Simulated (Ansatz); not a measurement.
# Electron scattering at the Σ3 (111) boundary in bcc Ta with Cr (substitutional), part 2 of 2

Wanted: what the Σ3 (111) boundary in bcc Ta with Cr (substitutional) costs an interconnect.

Ansatz 0.2.0; Ansatz plane-wave DFT, PBE, PAW files; relaxation of a bicrystal slab with its lowest layers held; PAW set soft_1 (the session's first sound run).

So far. Step 2 (Relaxing the bicrystal): The largest force component on a free atom ends at 0.029 eV/Å, under the tolerance of 0.03, after 11 steps.

## 3. Transmission across the boundary

Bulk layers of each grain are laid under and over the relaxed boundary, and a lead is named in the middle of each, away from the free faces. The mesh across the current, 16×16, is finer than the density's, because channels open and close sharply across the zone. Energies from -0.1 to 0.1 eV in steps of 0.05 eV are too few for the program's thermal sum, so it prints no conductance; for a metal the transmission near the Fermi level serves, at a fraction of the cost.

This step: Ansatz plane-wave DFT, PBE, PAW files; ballistic transport by layer matching (Landauer), zero bias; boundary relaxed in a short slab, bulk layers laid on; PAW set soft_1 (Ansatz 0.2.0).

System of this step: Σ3 (111) boundary in bcc Ta with Cr (substitutional). The cell holds 44 atoms: 43 Ta and 1 Cr. Its edges and angles: a = 4.671 Å, b = 4.671 Å, c = 48.955 Å, α = 90.0°, β = 90.0°, γ = 120.0°. It derives from Ta. Regions: lower grain, 18 atoms (18 Ta); boundary, 11 atoms (10 Ta and 1 Cr); upper grain, 15 atoms (15 Ta). Vacuum lies along c.

The input, input.yaml:

```yaml
crystal:
  lattice:
    - [4.6705251426, 0.0, 0.0]
    - [-2.3352625713, 4.0447934225, 0.0]
    - [0.0, 0.0, 48.9552312884]
  atoms:
    - { symbol: Ta, position: [-7.6666666666, -15.3333333332, 0.0817073047] }
    - { symbol: Ta, position: [-7.3333333333, -14.6666666665, 0.1011815657] }
    - { symbol: Ta, position: [-6.9999999999, -13.9999999999, 0.1206558268] }
    - { symbol: Ta, position: [-6.6666666666, -13.3333333332, 0.1401300878] }
    - { symbol: Ta, position: [-6.3333333333, -12.6666666666, 0.1596043488] }
    - { symbol: Ta, position: [-5.9999999999, -11.9999999999, 0.1790786098] }
    - { symbol: Ta, position: [-5.6666666666, -11.3333333332, 0.1985528708] }
    - { symbol: Ta, position: [-5.3333333333, -10.6666666666, 0.2180271319] }
    - { symbol: Ta, position: [-5.0, -9.9999999999, 0.2375013929] }
    - { symbol: Ta, position: [-4.6666666666, -9.3333333333, 0.2569756539] }
    - { symbol: Ta, position: [-4.3333333333, -8.6666666666, 0.2764499149] }
    - { symbol: Ta, position: [-4.0, -7.9999999999, 0.295924176] }
    - { symbol: Ta, position: [-3.6666666666, -7.3333333333, 0.315398437] }
    - { symbol: Ta, position: [-3.3333333333, -6.6666666666, 0.334872698] }
    - { symbol: Ta, position: [-3.0, -6.0, 0.354346959] }
    - { symbol: Ta, position: [-2.6666666667, -5.3333333333, 0.37382122] }
    - { symbol: Ta, position: [-2.3333333333, -4.6666666667, 0.3932954811] }
    - { symbol: Ta, position: [-2.0, -4.0, 0.4127697421] }
    - { symbol: Ta, position: [0.3333333333, 0.6666666667, 0.4322440031] }
    - { symbol: Ta, position: [0.6666666667, 0.3333333333, 0.4517601672] }
    - { symbol: Ta, position: [0.0, 0.0, 0.4703764611] }
    - { symbol: Ta, position: [0.3333333333, 0.6666666667, 0.4905719195] }
    - { symbol: Ta, position: [0.6666666667, 0.3333333333, 0.5155868981] }
    - { symbol: Cr, position: [0.0, 0.0, 0.5196478] }
    - { symbol: Ta, position: [0.3333333333, 0.6666666667, 0.5466854636] }
    - { symbol: Ta, position: [0.0, 0.0, 0.5680399307] }
    - { symbol: Ta, position: [0.6666666667, 0.3333333333, 0.5857876072] }
    - { symbol: Ta, position: [0.3333333333, 0.6666666667, 0.6052262193] }
    - { symbol: Ta, position: [0.0, 0.0, 0.62617878] }
    - { symbol: Ta, position: [-2.3333333333, -4.6666666667, 0.645653041] }
    - { symbol: Ta, position: [-2.6666666667, -5.3333333333, 0.665127302] }
    - { symbol: Ta, position: [-3.0, -6.0, 0.684601563] }
    - { symbol: Ta, position: [-3.3333333333, -6.6666666666, 0.704075824] }
    - { symbol: Ta, position: [-3.6666666666, -7.3333333333, 0.7235500851] }
    - { symbol: Ta, position: [-4.0, -8.0, 0.7430243461] }
    - { symbol: Ta, position: [-4.3333333333, -8.6666666666, 0.7624986071] }
    - { symbol: Ta, position: [-4.6666666666, -9.3333333333, 0.7819728681] }
    - { symbol: Ta, position: [-5.0, -9.9999999999, 0.8014471292] }
    - { symbol: Ta, position: [-5.3333333333, -10.6666666666, 0.8209213902] }
    - { symbol: Ta, position: [-5.6666666666, -11.3333333332, 0.8403956512] }
    - { symbol: Ta, position: [-6.0, -11.9999999999, 0.8598699122] }
    - { symbol: Ta, position: [-6.3333333333, -12.6666666666, 0.8793441732] }
    - { symbol: Ta, position: [-6.6666666666, -13.3333333332, 0.8988184343] }
    - { symbol: Ta, position: [-6.9999999999, -13.9999999999, 0.9182926953] }
kpoints:
  mp_grid: { grid: [6, 6, 1] }
hamiltonian:
  xc: pbe
  pseudopotentials: { kind: paw, azcp: { folder: soft_1 } }
scf:
  occupations: { method: fermi_dirac, width: 0.1 }
output:
  transmission:
    leads: [[10, 11], [35, 36]]
    kmesh: [16, 16]
    e_range: [-0.1, 0.1]
    de: 0.05
  write_potential: true
  write_density: true
  volumetric_format: npy
  elf: true
```

Command:

```
ansatz run input.yaml --threads 4 --pin off --max-ram 15360MiB --backend cpu --events-out ev --progress --plain --runs-dir out
```

Numbers of over 12 decimals in the logs are rounded to 6 here.

The log of the run:

```text
[...]
Crystal: 44 atoms, lattice volume = 924.828 Å³
Basis set: ecut = 420 eV, 18121 PW (Γ)
Bands: 344, of which v1, the nominal top of the filled ones, is band 287 counted from 1 (286 counted from 0)
Symmetry: 6 space group operations
[...]
k-points: 7 of 36 (time reversal used)
[...]
SCF iter   1: F=—  HF=-430520.130546 eV  |F-HF|=—  |Δ(HF+E_count)|=         —  Δρ=8.05e-2  dr2=9.95e2  ethr=3.10e-3  ⟨swp⟩=8.1  Hψ=9484  notcnv=0  defer=6
[...]
SCF iter  14: F=-430499.097891 eV  HF=-430499.097891 eV  |F-HF|=8.50e-9  |Δ(HF+E_count)|=   1.52e-8  Δρ=8.92e-7  dr2=1.71e-8  ethr=1.75e-11  ⟨swp⟩=20.9  Hψ=9802  notcnv=0
SCF 1 converged in 14 iterations: F = -430499.097891 eV  dr2 = 1.71e-8
[...]
transmission: 165 of 1650 steps passed
transmission: 330 of 1650 steps passed
[...]
transmission: 1650 of 1650 steps passed
WARN: The output density's exchange-correlation potential varies sharply where the density is thin. Do not read a vacuum level from v_tot or v_xc, or from such a field of the output density. On a cell that repeats whose density bears no net charge and no dipole along the vacuum's axis use v_es (v_loc + v_h of the components); under efield.dipole_correction with no amplitude use v_es + v_field, which holds any externa [...]
SCF converged after 14 iterations
Free energy (F): -430499.097891 eV
[...]
Internal energy: -430497.123737 eV  (E = F + TS)
E sigma→0 (E₀):  -430498.110814 eV
Entropy (-TS):   -1.974154 eV (-44.867 meV/atom)
Fermi energy:    15.300588 eV
[...]
--- Band table (eV; the first three rows and the last of 7) ---
  k-point 0: bands = [... 283 lower, 15.0300, 15.0300, 15.0861, 15.2558, 15.2558, 15.3797, 15.3797, 15.3803, ... 53 higher]
  k-point 1: bands = [... 283 lower, 15.1773, 15.1822, 15.2836, 15.3681, 15.3715, 15.4067, 15.4677, 15.5389, ... 53 higher]
  k-point 2: bands = [... 283 lower, 15.4069, 15.4198, 15.4671, 15.5177, 15.5510, 15.6092, 15.6495, 15.6691, ... 53 higher]
  k-point 6: bands = [... 283 lower, 15.0696, 15.0749, 15.0782, 15.0806, 15.0899, 15.0968, 15.1077, 15.1080, ... 53 higher]
--- Transmission ---
  basis      : 163 plane waves across, 55 finite elements along
  points     : 30, standing for a mesh of 16 x 16
  energies   : 5 from -0.100000 to 0.100000 eV about the Fermi level, 0.050000 eV apart; the leads are filled to 0.000000 eV, and channels, transmission and decay are at 0.000000 eV
  crystal 0  : Ta2, at the sites [10, 11], period 1.9067 Å, over 19.07 Å; its Hamiltonian steps by up to 7.6 meV
    offset         : up to 0.0000 Å between an atom of the period and one for which it stands
    channels       : 4.441406e0 a spin
    conductance    : none, the energies end too early or step too widely for 300 K: set another output.transmission.e_range or a lower de, or, where they end at an eighth of basis.ecutwfc, a higher one
[...]
channels       : 4.441406e0 a spin
[...]
junction   : crystal 0 to crystal 1, 13.06 to 35.90 Å
    transmission   : 1.964915e0 a spin
[...]
```

Wall time 5.8 min (4 threads of Arm Neoverse V2, shared host); peak memory 6.5 GiB; 19 min of CPU time.

Reading the cycles: dr2 is the Hartree energy of the density residual (eV), the measure of convergence; HF is the Harris–Foulkes estimate of the energy, which meets the free energy F at convergence.

This step gave:

- free energy: -430499.0979 eV
- energy at zero smearing: -430498.1108 eV
- Fermi energy: 15.30 eV
- cell area: 18.89 Å²
- transmission per spin nearest the Fermi level: 1.965
- open channels per spin nearest the Fermi level: 4.441
- open channels per spin, upper lead: 4.441
- step of the lead's potential: 7.6 meV
- step of the upper lead's potential: 5.1 meV

Per spin. The transmission, zone mean by energy, zero at the Fermi level:

| energy (eV) | transmission, zone mean |
| --- | --- |
| -0.1000 | 2.13 |
| -0.0500 | 2.04 |
| 0.0000 | 1.96 |
| 0.0500 | 1.90 |
| 0.1000 | 1.82 |

Per spin. The open channels, zone mean by energy, zero at the Fermi level:

| energy (eV) | lead | upper lead |
| --- | --- | --- |
| -0.1000 | 4.51 | 4.51 |
| -0.0500 | 4.44 | 4.44 |
| 0.0000 | 4.44 | 4.44 |
| 0.0500 | 4.18 | 4.18 |
| 0.1000 | 3.97 | 3.93 |

Transmission over k1 and k2. At 0.0000 eV from the Fermi level.

Ten even steps from '0' (0.55) to '9' (3.35):
```
7796336977752257
7997636799753035
3677633677632002
2366542456632232
3333432234333355
7663222222236677
7976422222246797
6797532222235797
7797642222224679
7776632222222366
3553333432234333
2232236654245663
3200236776336776
7530357997636799
7752257779633697
6773237767732377
```
Columns: k1 (b1) from -0.5 to 0.438; rows upwards: k2 (b2) from -0.5 to 0.438.

Open channels over k1 and k2. At 0.0000 eV from the Fermi level.

Values, 16 rows by 16 columns:
```
4.00 5.00 5.00 5.00 4.00 4.00 5.00 5.00 5.00 4.00 4.00 4.00 5.00 5.00 4.00 4.00
4.00 5.00 5.00 5.00 5.00 8.00 5.00 5.00 5.00 5.00 4.00 4.00 4.00 4.00 4.00 4.00
4.00 5.00 5.00 5.00 5.00 5.00 5.00 5.00 5.00 5.00 5.00 4.00 5.00 4.00 4.00 5.00
5.00 4.00 5.00 5.00 5.00 5.00 3.00 5.00 5.00 5.00 5.00 4.00 5.00 5.00 4.00 5.00
4.00 4.00 8.00 5.00 5.00 4.00 3.00 3.00 4.00 5.00 5.00 8.00 4.00 4.00 4.00 4.00
4.00 5.00 5.00 5.00 3.00 3.00 3.00 3.00 3.00 3.00 3.00 5.00 5.00 5.00 4.00 4.00
4.00 5.00 5.00 5.00 5.00 3.00 3.00 3.00 3.00 3.00 3.00 5.00 5.00 5.00 5.00 4.00
4.00 5.00 5.00 5.00 5.00 4.00 3.00 3.00 3.00 3.00 3.00 4.00 5.00 5.00 5.00 5.00
4.00 4.00 5.00 5.00 5.00 5.00 3.00 3.00 3.00 3.00 3.00 3.00 5.00 5.00 5.00 5.00
4.00 4.00 4.00 5.00 5.00 5.00 3.00 3.00 3.00 3.00 3.00 3.00 3.00 5.00 5.00 5.00
4.00 4.00 4.00 4.00 4.00 8.00 5.00 5.00 4.00 3.00 3.00 4.00 5.00 5.00 8.00 4.00
5.00 5.00 4.00 5.00 5.00 4.00 5.00 5.00 5.00 5.00 3.00 5.00 5.00 5.00 5.00 4.00
4.00 5.00 4.00 4.00 5.00 4.00 5.00 5.00 5.00 5.00 5.00 5.00 5.00 5.00 5.00 5.00
4.00 4.00 4.00 4.00 4.00 4.00 4.00 5.00 5.00 5.00 5.00 8.00 5.00 5.00 5.00 5.00
4.00 4.00 4.00 5.00 5.00 4.00 4.00 4.00 5.00 5.00 5.00 4.00 4.00 5.00 5.00 5.00
4.00 4.00 4.00 4.00 5.00 4.00 4.00 4.00 4.00 4.00 4.00 4.00 5.00 4.00 4.00 4.00
```
Columns: k1 (b1) from -0.5 to 0.438; rows upwards: k2 (b2) from -0.5 to 0.438.

Electrostatic potential energy in the ca plane at fractional y = 0.000, with atoms of Ta and Cr within 0.2 Å of it. With pseudopotentials it is smooth inside the atoms' cores, unlike the true potential.

Ten even steps from '0' (-45 eV) to '9' (17 eV), each cell a mean:
```
00379851004897400158744447841014897400158973
34689974347999743579975579974347998643579986
88999998889999988899998999998889999988899999
99999999999999999999999999999999999999999999
99999999999999999999999999999999999999999999
99999999999999999999999999999999999999999999
99999999999999999999999999999999999999999999
99999999999999999999999999999999999999999999
99999999999999999999999999999999999999999999
66899987668999866789987789986668999866789998
12589862125898521268854458862125898521268985
00379840003797300048745547740004897300048972
```
Columns run along c (16.0 Å, from fractional 0.35 to 0.68 of the cell; values clipped at the 3rd and 97th percentile), rows up along a (4.7 Å). Atoms in or near the plane, at fractional coordinates: Ta at (0.35, 0.00), Ta at (0.41, 0.00), Ta at (0.47, 0.00), Cr at (0.52, 0.00), Ta at (0.57, 0.00), Ta at (0.63, 0.00).

ELF in the ca plane at fractional y = 0.000, with atoms of Ta and Cr within 0.2 Å of it. It is the smooth field of the valence electrons, not physical close to the nuclei.

Ten even steps from '0' (0.13) to '9' (0.86), each cell a mean:
```
46722157466122664752248842267476222664751227
76313215762131267512103311226762131267512313
11135411111353111124421114411111353111124531
33445443334444443344544455433344444433344544
44333334443333344333334433223443333344433333
33222223332222233211223321112332222233222222
43322223433222334322233332113443222334322223
44444444444444444434444444334454444444444444
12345532123454321235543345421223454321235542
43124312431242134213201102313431242134213421
78512147785121587731126621147774121587731215
04721166047122740662269962275057222740661128
```
Columns run along c (16.0 Å, from fractional 0.35 to 0.68 of the cell), rows up along a (4.7 Å). Atoms in or near the plane, at fractional coordinates: Ta at (0.35, 0.00), Ta at (0.41, 0.00), Ta at (0.47, 0.00), Cr at (0.52, 0.00), Ta at (0.57, 0.00), Ta at (0.63, 0.00).

Valence density in the ca plane at fractional y = 0.000, with atoms of Ta and Cr within 0.2 Å of it. It is the smooth field of the valence electrons, not physical close to the nuclei.

Ten steps, logarithmic in the rise over the least value, from '0' (0 e/Å³) to '9' (17 e/Å³), each cell a mean:
```
77521146765212577642369963256765212567641125
55310024553101355421135531125553101355420013
21100001211000112100001100001211000112100001
00000000000000000000000000000000000000000000
00000000000000000000000000000000000000000000
00001000000010000000000000000000110000000100
00000000000000000000000000000000000000000000
00000000000000000000000000000000000000000000
11000000100000011000000000000110000001000000
43200013431000134310013210013431000134310002
66420136664101466631257752146664101466631024
67631157675212576752379973257675212576751136
```
Columns run along c (16.0 Å, from fractional 0.35 to 0.68 of the cell), rows up along a (4.7 Å). Atoms in or near the plane, at fractional coordinates: Ta at (0.35, 0.00), Ta at (0.41, 0.00), Ta at (0.47, 0.00), Cr at (0.52, 0.00), Ta at (0.57, 0.00), Ta at (0.63, 0.00).

Over the solved energies the transmission per spin lies between 1.82 and 2.13, out of 4.31 channels of the lead on average (up to 4.51).

## 4. Specific resistance

This step: Ansatz plane-wave DFT, PBE, PAW files; ballistic transport by layer matching (Landauer), zero bias; specific resistance of the boundary; PAW set soft_1 (Ansatz 0.2.0).

This step gave:

| Item | Value |
| --- | --- |
| area resistance | 0.6713 fΩ m² |
| T over the leads' mean channel count | 0.4576 |

Averaged over the energies near the Fermi level, 45.8 % of the channels pass, which makes 0.671 fΩ m².

By hand, with T and the leads' channels N averaged over the energies near the Fermi level: RA = A (h/2e²)(1/T − ½[1/N₁ + 1/N₂]) = 18.89×10⁻²⁰ m² × 12 906 Ω × (1/1.970 − ½[1/4.310 + 1/4.301]) = 0.671 fΩ m².

## 5. What came out

* specific resistance of the boundary: 0.671 fΩ m²
* share of channels that pass: 0.458

In words: The boundary has a specific resistance of 0.67 fΩ m². The boundary reflects 54 % of the channels; 0.67 fΩ m² is 6.7×10⁻¹² Ω·cm². That equals the resistance of 5.0 nm of bulk Ta at 300 K (measured 13.5 µΩ cm, CRC Handbook of Chemistry and Physics, 84th ed., 2003, Electrical Resistivity of Pure Metals). One Cr in 18.9 Å² of boundary is a high coverage. Each plane of this narrow cell holds one atom, so the solute fills a whole plane. One starting structure was relaxed; another shift or atom count at the boundary may lie lower. Spin-orbit coupling is left out, which matters for Ta. The runs have no spin polarisation, although Cr can order magnetically, which would change the channels.

[Logs are printed without paths, hosts, clocks, repeated set-up lines and the standing remarks that a program may print on its own settings, such as how far it seeks lower states.]

[Hosts, paths, dates, database ids (printed as entryN), source tags and the programs' standing remarks are cut or masked in the printed files.]
